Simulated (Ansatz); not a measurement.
# Preparing AlN (P6_3mc) as a host crystal, part 3 of 3

Aim: the runs on the perfect crystal AlN (P6_3mc) that a defect calculation needs first.

Ansatz 0.2.0; plane-wave PAW DFT, PBEsol; relaxation of the host's cell and atoms; PAW set soft_1 (the session's first sound run).

So far. Step 3 (Dielectric tensors of the host): The principal values of the electronic dielectric tensor are 4.50, 4.50 and 4.73. The principal values of the static dielectric tensor are 8.20, 8.20 and 9.74.

## (7) Defect free supercell at the zone centre

Level of this step: plane-wave PAW DFT, PBEsol; single point of the defect-free host, a test of the k-point sampling; PAW set soft_1 (Ansatz).

The supercell is run at the zone centre, to see how far that sampling misses the dense mesh.

System of this step: AlN (P6_3mc). The cell holds 128 atoms: 64 Al and 64 N. Its edges and angles: a = 14.686 Å, b = 14.686 Å, c = 11.753 Å, α = 125.1°, β = 125.1°, γ = 94.5°.

pristine.sampling_gamma/input.yaml

```yaml
crystal:
  lattice:
    - [-9.3408221251, 5.3929260535, 9.9673535922]
    - [9.3408221251, -5.3929260535, 9.9673535922]
    - [3.1136073087, 5.3929261684, -9.9673535922]
  atoms:
    - { symbol: Al, position: [0.2080918742, 0.0414252076, 0.0] }
    - { symbol: Al, position: [0.2080918742, 0.2914252076, 0.25] }
    - { symbol: Al, position: [0.4580918742, 0.0414252076, 0.25] }
    - { symbol: Al, position: [0.4580918742, 0.2914252076, 0.0] }
    - { symbol: Al, position: [0.1664252076, 0.0830918742, 0.25] }
    - { symbol: Al, position: [0.1664252076, 0.3330918742, 0.0] }
    - { symbol: Al, position: [0.4164252076, 0.0830918742, 0.0] }
    - { symbol: Al, position: [0.4164252076, 0.3330918742, 0.25] }
    - { symbol: "N", position: [0.0535747924, 0.1369081258, 0.25] }
    - { symbol: "N", position: [0.0535747924, 0.3869081258, 0.0] }
    - { symbol: "N", position: [0.3035747924, 0.1369081258, 0.0] }
    - { symbol: "N", position: [0.3035747924, 0.3869081258, 0.25] }
    - { symbol: "N", position: [0.0119081258, 0.1785747924, 0.0] }
    - { symbol: "N", position: [0.0119081258, 0.4285747924, 0.25] }
    - { symbol: "N", position: [0.2619081258, 0.1785747924, 0.25] }
    - { symbol: "N", position: [0.2619081258, 0.4285747924, 0.0] }
    - { symbol: Al, position: [0.2080918742, 0.0414252076, 0.5] }
    - { symbol: Al, position: [0.2080918742, 0.2914252076, 0.75] }
    - { symbol: Al, position: [0.4580918742, 0.0414252076, 0.75] }
    - { symbol: Al, position: [0.4580918742, 0.2914252076, 0.5] }
    - { symbol: Al, position: [0.1664252076, 0.0830918742, 0.75] }
    - { symbol: Al, position: [0.1664252076, 0.3330918742, 0.5] }
    - { symbol: Al, position: [0.4164252076, 0.0830918742, 0.5] }
    - { symbol: Al, position: [0.4164252076, 0.3330918742, 0.75] }
    - { symbol: "N", position: [0.0535747924, 0.1369081258, 0.75] }
    - { symbol: "N", position: [0.0535747924, 0.3869081258, 0.5] }
    - { symbol: "N", position: [0.3035747924, 0.1369081258, 0.5] }
    - { symbol: "N", position: [0.3035747924, 0.3869081258, 0.75] }
    - { symbol: "N", position: [0.0119081258, 0.1785747924, 0.5] }
    - { symbol: "N", position: [0.0119081258, 0.4285747924, 0.75] }
    - { symbol: "N", position: [0.2619081258, 0.1785747924, 0.75] }
    - { symbol: "N", position: [0.2619081258, 0.4285747924, 0.5] }
    - { symbol: Al, position: [0.2080918742, 0.5414252076, 0.0] }
    - { symbol: Al, position: [0.2080918742, 0.7914252076, 0.25] }
    - { symbol: Al, position: [0.4580918742, 0.5414252076, 0.25] }
    - { symbol: Al, position: [0.4580918742, 0.7914252076, 0.0] }
    - { symbol: Al, position: [0.1664252076, 0.5830918742, 0.25] }
    - { symbol: Al, position: [0.1664252076, 0.8330918742, 0.0] }
    - { symbol: Al, position: [0.4164252076, 0.5830918742, 0.0] }
    - { symbol: Al, position: [0.4164252076, 0.8330918742, 0.25] }
    - { symbol: "N", position: [0.0535747924, 0.6369081258, 0.25] }
    - { symbol: "N", position: [0.0535747924, 0.8869081258, 0.0] }
    - { symbol: "N", position: [0.3035747924, 0.6369081258, 0.0] }
    - { symbol: "N", position: [0.3035747924, 0.8869081258, 0.25] }
    - { symbol: "N", position: [0.0119081258, 0.6785747924, 0.0] }
    - { symbol: "N", position: [0.0119081258, 0.9285747924, 0.25] }
    - { symbol: "N", position: [0.2619081258, 0.6785747924, 0.25] }
    - { symbol: "N", position: [0.2619081258, 0.9285747924, 0.0] }
    - { symbol: Al, position: [0.2080918742, 0.5414252076, 0.5] }
    - { symbol: Al, position: [0.2080918742, 0.7914252076, 0.75] }
    - { symbol: Al, position: [0.4580918742, 0.5414252076, 0.75] }
    - { symbol: Al, position: [0.4580918742, 0.7914252076, 0.5] }
    - { symbol: Al, position: [0.1664252076, 0.5830918742, 0.75] }
    - { symbol: Al, position: [0.1664252076, 0.8330918742, 0.5] }
    - { symbol: Al, position: [0.4164252076, 0.5830918742, 0.5] }
    - { symbol: Al, position: [0.4164252076, 0.8330918742, 0.75] }
    - { symbol: "N", position: [0.0535747924, 0.6369081258, 0.75] }
    - { symbol: "N", position: [0.0535747924, 0.8869081258, 0.5] }
    - { symbol: "N", position: [0.3035747924, 0.6369081258, 0.5] }
    - { symbol: "N", position: [0.3035747924, 0.8869081258, 0.75] }
    - { symbol: "N", position: [0.0119081258, 0.6785747924, 0.5] }
    - { symbol: "N", position: [0.0119081258, 0.9285747924, 0.75] }
    - { symbol: "N", position: [0.2619081258, 0.6785747924, 0.75] }
    - { symbol: "N", position: [0.2619081258, 0.9285747924, 0.5] }
    - { symbol: Al, position: [0.7080918742, 0.0414252076, 0.0] }
    - { symbol: Al, position: [0.7080918742, 0.2914252076, 0.25] }
    - { symbol: Al, position: [0.9580918742, 0.0414252076, 0.25] }
    - { symbol: Al, position: [0.9580918742, 0.2914252076, 0.0] }
    - { symbol: Al, position: [0.6664252076, 0.0830918742, 0.25] }
    - { symbol: Al, position: [0.6664252076, 0.3330918742, 0.0] }
    - { symbol: Al, position: [0.9164252076, 0.0830918742, 0.0] }
    - { symbol: Al, position: [0.9164252076, 0.3330918742, 0.25] }
    - { symbol: "N", position: [0.5535747924, 0.1369081258, 0.25] }
    - { symbol: "N", position: [0.5535747924, 0.3869081258, 0.0] }
    - { symbol: "N", position: [0.8035747924, 0.1369081258, 0.0] }
    - { symbol: "N", position: [0.8035747924, 0.3869081258, 0.25] }
    - { symbol: "N", position: [0.5119081258, 0.1785747924, 0.0] }
    - { symbol: "N", position: [0.5119081258, 0.4285747924, 0.25] }
    - { symbol: "N", position: [0.7619081258, 0.1785747924, 0.25] }
    - { symbol: "N", position: [0.7619081258, 0.4285747924, 0.0] }
    - { symbol: Al, position: [0.7080918742, 0.0414252076, 0.5] }
    - { symbol: Al, position: [0.7080918742, 0.2914252076, 0.75] }
    - { symbol: Al, position: [0.9580918742, 0.0414252076, 0.75] }
    - { symbol: Al, position: [0.9580918742, 0.2914252076, 0.5] }
    - { symbol: Al, position: [0.6664252076, 0.0830918742, 0.75] }
    - { symbol: Al, position: [0.6664252076, 0.3330918742, 0.5] }
    - { symbol: Al, position: [0.9164252076, 0.0830918742, 0.5] }
    - { symbol: Al, position: [0.9164252076, 0.3330918742, 0.75] }
    - { symbol: "N", position: [0.5535747924, 0.1369081258, 0.75] }
    - { symbol: "N", position: [0.5535747924, 0.3869081258, 0.5] }
    - { symbol: "N", position: [0.8035747924, 0.1369081258, 0.5] }
    - { symbol: "N", position: [0.8035747924, 0.3869081258, 0.75] }
    - { symbol: "N", position: [0.5119081258, 0.1785747924, 0.5] }
    - { symbol: "N", position: [0.5119081258, 0.4285747924, 0.75] }
    - { symbol: "N", position: [0.7619081258, 0.1785747924, 0.75] }
    - { symbol: "N", position: [0.7619081258, 0.4285747924, 0.5] }
    - { symbol: Al, position: [0.7080918742, 0.5414252076, 0.0] }
    - { symbol: Al, position: [0.7080918742, 0.7914252076, 0.25] }
    - { symbol: Al, position: [0.9580918742, 0.5414252076, 0.25] }
    - { symbol: Al, position: [0.9580918742, 0.7914252076, 0.0] }
    - { symbol: Al, position: [0.6664252076, 0.5830918742, 0.25] }
    - { symbol: Al, position: [0.6664252076, 0.8330918742, 0.0] }
    - { symbol: Al, position: [0.9164252076, 0.5830918742, 0.0] }
    - { symbol: Al, position: [0.9164252076, 0.8330918742, 0.25] }
    - { symbol: "N", position: [0.5535747924, 0.6369081258, 0.25] }
    - { symbol: "N", position: [0.5535747924, 0.8869081258, 0.0] }
    - { symbol: "N", position: [0.8035747924, 0.6369081258, 0.0] }
    - { symbol: "N", position: [0.8035747924, 0.8869081258, 0.25] }
    - { symbol: "N", position: [0.5119081258, 0.6785747924, 0.0] }
    - { symbol: "N", position: [0.5119081258, 0.9285747924, 0.25] }
    - { symbol: "N", position: [0.7619081258, 0.6785747924, 0.25] }
    - { symbol: "N", position: [0.7619081258, 0.9285747924, 0.0] }
    - { symbol: Al, position: [0.7080918742, 0.5414252076, 0.5] }
    - { symbol: Al, position: [0.7080918742, 0.7914252076, 0.75] }
    - { symbol: Al, position: [0.9580918742, 0.5414252076, 0.75] }
    - { symbol: Al, position: [0.9580918742, 0.7914252076, 0.5] }
    - { symbol: Al, position: [0.6664252076, 0.5830918742, 0.75] }
    - { symbol: Al, position: [0.6664252076, 0.8330918742, 0.5] }
    - { symbol: Al, position: [0.9164252076, 0.5830918742, 0.5] }
    - { symbol: Al, position: [0.9164252076, 0.8330918742, 0.75] }
    - { symbol: "N", position: [0.5535747924, 0.6369081258, 0.75] }
    - { symbol: "N", position: [0.5535747924, 0.8869081258, 0.5] }
    - { symbol: "N", position: [0.8035747924, 0.6369081258, 0.5] }
    - { symbol: "N", position: [0.8035747924, 0.8869081258, 0.75] }
    - { symbol: "N", position: [0.5119081258, 0.6785747924, 0.5] }
    - { symbol: "N", position: [0.5119081258, 0.9285747924, 0.75] }
    - { symbol: "N", position: [0.7619081258, 0.6785747924, 0.75] }
    - { symbol: "N", position: [0.7619081258, 0.9285747924, 0.5] }
basis:
  ecutwfc: 420
  xc_grid: 2
hamiltonian:
  xc: pbesol
  pseudopotentials: { kind: paw, azcp: { folder: soft_1 }, xc_functional: pbe }
kpoints:
  mp_grid: { grid: [1, 1, 1] }
scf:
  occupations: { method: fermi_dirac, width: 0.01 }
  max_iter: 100
  lower_state_search: "off"
checkpoint:
  write: "../pristine.sampling_gamma.run"
  compress: false
  write_wavefunctions: false
  write_every: 100000
```

The run is started by

```sh
$ ansatz run input.yaml --threads 32 --pin off --max-ram 84787MiB --backend cuda --events-out ev --progress --plain --runs-dir out --max-vram 78GiB
```

Numbers of over 12 decimals in the logs are rounded to 6 here.

What it wrote:

```text
[...]
GPU FFT provider: cuFFT
GPU libraries: cuBLAS 13.8.1, cuFFT 12.4.0, cuSOLVER 12.3.2
[...]
Crystal: 128 atoms, lattice volume = 1338.931 Å³
Basis set: ecut = 420 eV, 26161 PW (Γ), exchange–correlation on 200×200×160 points (8 copies of the dense FFT grid, shifted against one another)
Bands: 384, of which v1, the nominal top of the filled ones, is band 256 counted from 1 (255 counted from 0)
Symmetry: 128 space group operations
[...]
k-points: 1
[...]
GPU buffer pool allocated for 800000 grid points (all kernels)
[...]
SCF iter   1: F=—  HF=-58067.939396 eV  |Δ(HF+E_count)|=         —  Δρ=1.31e-1  dr2=2.81e2  Hψ=1704
[...]
SCF iter   5: F=—  HF=-57980.540955 eV  |Δ(HF+E_count)|=   1.43e-2  Δρ=2.73e-4  dr2=9.45e-4  Hψ=462
automatic band count: iteration 5 solves 297 bands in place of 384: the levels show a gap, and the empty bands left out lie too high to hold charge; the band table lists the bands solved (type scf.n_extra_bands for more)
SCF iter   6: F=—  HF=-57980.541578 eV  |Δ(HF+E_count)|=   6.22e-4  Δρ=3.49e-5  dr2=1.52e-5  Hψ=486
[...]
SCF iter   8: F=-57980.541176 eV  HF=-57980.541176 eV  |Δ(HF+E_count)|=   1.98e-8  Δρ=4.14e-7  dr2=1.81e-9  Hψ=557
SCF 1 converged in 8 iterations: F = -57980.541176 eV  dr2 = 1.81e-9
[...]
SCF converged after 8 iterations
Free energy (F): -57980.541176 eV
[...]
Internal energy: -57980.541176 eV  (E = F + TS)
E sigma→0 (E₀):  -57980.541176 eV
Fermi energy:    9.092447 eV
[...]
```

It took 1.4 s on 1 × NVIDIA GB200 with 32 threads of Arm Neoverse V2, shared host; peak memory 1 GiB; 3.4 s of CPU time.

## (8) What came out

| Item | Value |
| --- | --- |
| primitive cell vectors, lengths | 3.114, 3.114, 4.984 Å |
| electronic dielectric constant | principal values (4.50, 4.50, 4.73) |
| static dielectric constant | principal values (8.20, 8.20, 9.74) |
| gap on the k-mesh of the response run (PBEsol) | 4.10 eV |
| supercell relaxed in its symmetry less the displaced and relaxed one | 0.000 eV |
| energy an atom at the zone centre alone less that on the dense mesh | 0.008 eV |

What this shows: Step 5: The energy fell by 4.805 eV from the randomly displaced start; the atoms end within 0.005 Å of the sites as typed, once the mean shift is taken out. The displaced cell ends within 0.01 eV of the symmetric one relaxed in its symmetry, so no lower structure shows in this supercell. The k-mesh can miss the band edges, so this gap is an upper bound at this level. All at zero temperature.

[Logs are printed without paths, hosts, clocks, repeated set-up lines and the standing remarks that a program may print on its own settings, such as how far it seeks lower states.]

[Hosts, paths, dates, database ids (printed as entryN), source tags and the programs' standing remarks are cut or masked in the printed files.]

[Runs of the host that timed out are not shown.]

[For some hosts the program warned that the k-mesh of the response run may be too coarse for force constants and the static dielectric constant; such warnings are not always shown.]
